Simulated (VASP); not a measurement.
Here is a VASP 6.6.1 calculation.

The input INCAR:

```
SYSTEM = GaP
PREC     = Accurate       ! precision mode
ENCUT    = 600            ! plane-wave cutoff, eV
EDIFF    = 1E-6           ! SCF threshold, eV
ISMEAR   = 0              ! smearing method
SIGMA    = 0.03           ! smearing width, eV
LREAL    = .FALSE.        ! projectors in reciprocal space
LASPH    = .TRUE.         ! aspherical terms in the spheres
NELM     = 80             ! most SCF steps
ALGO     = Normal         ! electronic algorithm
ISIF     = 3              ! what is computed and relaxed
LWAVE    = .FALSE.        ! write WAVECAR
LCHARG   = .FALSE.        ! write CHGCAR
GGA      = PS             ! functional
IBRION   = 2              ! ionic algorithm
NSW      = 90             ! ionic steps
EDIFFG   = -0.01          ! ionic threshold
```

Contents of KPOINTS:

```
Automatic mesh
0
G
  8 8 8
  0 0 0
```

Contents of POSCAR:

```
GaP
1.0
    0.0000000000      2.7252500000      2.7252500000
    2.7252500000      0.0000000000      2.7252500000
    2.7252500000      2.7252500000      0.0000000000
Ga P
1 1
Direct
    0.0000000000      0.0000000000      0.0000000000
    0.2500000000      0.2500000000      0.2500000000
```

Potentials or basis: VASP PAW PBE potentials, release 64 (Ga_d, P).

Command:

```sh
$ cat potpaw_PBE.64/Ga_d/POTCAR potpaw_PBE.64/P/POTCAR > POTCAR
$ mpirun -np 1 vasp_std > vasp.out
```

Question: What does it give for the band gap on the k mesh?

Answer: 1.50 eV, indirect (least direct gap 1.81 eV).

Question: Predict the space group after relaxing (to 0.05 Å).

Answer: F-43m (No. 216).

Final structure:
```
CELL_PARAMETERS angstrom
0.00000 2.71842 2.71842
2.71842 0.00000 2.71842
2.71842 2.71842 0.00000
ATOMIC_POSITIONS crystal
Ga 0.00000 0.00000 0.00000
P 0.25000 0.25000 0.25000
```

 Expect the measured gap to be larger: semilocal functionals such as PBEsol lack the derivative discontinuity.
